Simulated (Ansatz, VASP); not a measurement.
# Two plane-wave programs on CoO

Contents of INCAR:

```
ALGO = Normal
EDIFF = 1E-6
ENCUT = 520
GGA = CA
ISIF = 2
ISMEAR = 0
ISPIN = 2
LASPH = T
LCHARG = F
LDAU = T
LDAUJ = 0 0
LDAUL = 2 -1
LDAUPRINT = 1
LDAUTYPE = 2
LDAUU = 3.3 0
LMAXMIX = 4
LORBIT = 11
LREAL = F
LWAVE = F
MAGMOM = 2.82 0.29
NBANDS = 18
NELM = 150
PREC = Accurate
SIGMA = 0.05
```

File KPOINTS:

```
k-points
0
Gamma
  10 10 10
```

The input POSCAR:

```
CoO
1.0
    0.0000000000      2.1260379560      2.1260379560
    2.1260379560      0.0000000000      2.1260379560
    2.1260379560      2.1260379560      0.0000000000
Co O
1 1
Direct
    0.0000000000      0.0000000000      0.0000000000
    0.5000000000      0.5000000000      0.5000000000
```

Input for Ansatz:

```yaml
crystal:
  lattice:
    - [0.0, 2.126037956, 2.126037956]
    - [2.126037956, 0.0, 2.126037956]
    - [2.126037956, 2.126037956, 0.0]
  atoms:
    - { symbol: Co, position: [0.0, 0.0, 0.0], spin: 2.82 }
    - { symbol: O, position: [0.5, 0.5, 0.5] }
basis:
  ecutwfc: 420
  ecutrho_ratio: 4
kpoints:
  mp_grid: { grid: [10, 10, 10] }
hamiltonian:
  xc: lda
  hubbard:
    sites:
      - { species: Co, l: d, u_eff: 3.3, starting_ns: start.occupation_matrices }
    ns_hold: { iters: 6 }
scf:
  occupations: { method: gaussian, width: 0.05 }
  lower_state_search: "off"
output:
  forces: true
  stress: true
  eigenvalues: true
  populations: true
  hubbard: { sites: [{ species: Co, l: d }] }
magnetization:
  spin_polarized: true
```

Alike in both runs: task single point; functional LDA; k mesh 10 × 10 × 10; occupations gaussian, width 0.05 eV; collinear spin; Hubbard terms Co d U = 3.3 eV.

|  | VASP | Ansatz |
| --- | --- | --- |
| version | VASP 6.6.1 | Ansatz 0.2.0 |
| potentials or method | VASP PAW LDA potentials, release 64 (Co, O) | scalar-relativistic, plane waves, PAW |
| plane-wave cutoff (eV) | 520 | 420 |
| valence electrons in the cell | 15 | 23 |

Ansatz gave:

* pressure (GPa): -7.8
* largest component of the traceless stress (GPa): 0.36
* net moment per atom (μB): 1.50
* size of the moment on the site where the two differ most (μB): 2.57

Task: Estimate VASP's values.

Result: Pressure (GPa): -17.8; largest component of the traceless stress (GPa): 0.00; net moment per atom (μB): 1.50; size of the moment on the site where the two differ most (μB): 2.69.

Site moments also hang on the region over which each program counts them. The programs project onto different local orbitals, so the same U acts differently. The two sets of potentials don't hold the same shells in valence. Ansatz warned: «symmetry_narrowed_by_occupation_matrices».

Caveats: a cell with one magnetic atom can't hold antiferromagnetic order, which such compounds often take. The state reached can hang on the start; a lower one may exist.
